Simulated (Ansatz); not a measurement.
# TiO2: the cost of one run

Computed with Ansatz 0.2.0 (DFT PBE+U, scalar-relativistic, plane waves, PAW, unless a step's input says otherwise).

2 further runs of the same task are left out: 2 set aside as unsound or not needed.

## (1) Starting point

The structure is tetragonal, space group P4_2/mnm (No. 136). Conventional cell: a = 4.640 Å, b = 4.640 Å, c = 3.006 Å, α = 90.00°, β = 90.00°, γ = 90.00°. Ti (site symmetry mmm) has 6 O at 1.97 to 2.01 Å as nearest neighbours. O (site symmetry m2m) is surrounded by 3 Ti at 1.97 to 2.01 Å.

Coordinates:

```xyz
6
Lattice="4.6404 0.0000 0.0000 0.0000 4.6404 0.0000 0.0000 0.0000 3.0061" Properties=species:S:1:pos:R:3 pbc="T T T"
Ti    2.3202    2.3202    0.0000
Ti    0.0000    0.0000    1.5031
O     3.2220    3.2220    1.5031
O     3.7385    0.9019    0.0000
O     0.9019    3.7385    0.0000
O     1.4183    1.4183    1.5031
```

It goes back to an entry of the Materials Project.

This cell was relaxed beforehand with the same method: volume 10.79 Å³/atom, gap on the mesh 2.26 eV.

The unstrained cell comes from an earlier run at this level (6 atoms, E(σ→0) -7270.7532 eV, gap 2.26 eV over the zone).

## (2) At -1.5 %

input.yaml reads:

```yaml
crystal:
  lattice:
    - [4.5707447596, 0.0, 0.0]
    - [0.0, 4.5707447596, 0.0]
    - [0.0, 0.0, 2.9610210096]
  atoms:
    - { symbol: Ti, position: [0.5, 0.5, 0.0] }
    - { symbol: Ti, position: [0.0, 0.0, 0.5] }
    - { symbol: O, position: [0.6943530392, 0.6943530392, 0.5] }
    - { symbol: O, position: [0.8056469608, 0.1943530392, 0.0] }
    - { symbol: O, position: [0.1943530392, 0.8056469608, 0.0] }
    - { symbol: O, position: [0.3056469608, 0.3056469608, 0.5] }
basis:
  ecutwfc: 420
kpoints:
  mp_grid: { grid: [6, 6, 10] }
hamiltonian:
  xc: pbe
  hubbard: { sites: [{ species: Ti, l: d, u_eff: 4.0 }] }
scf:
  occupations: { method: gaussian, width: 0.02 }
output:
  forces: true
  stress: true
  eigenvalues: true
  write_density: true
  write_potential: true
  elf: true
  volumetric_format: npy
relax:
  adjacent_minimum: "off"
  f_tol: 0.008
  max_steps: 40
```

Command:

```bash
$ ansatz run input.yaml --threads 1 --pin off --max-ram 2560MiB --backend cpu --events-out ev --progress --plain --runs-dir out
```

**Question.** How long does this run take on 1 thread of Arm Neoverse V2, shared host, and how much memory does it need?

About 30 s, with a peak of 0.46 GiB.
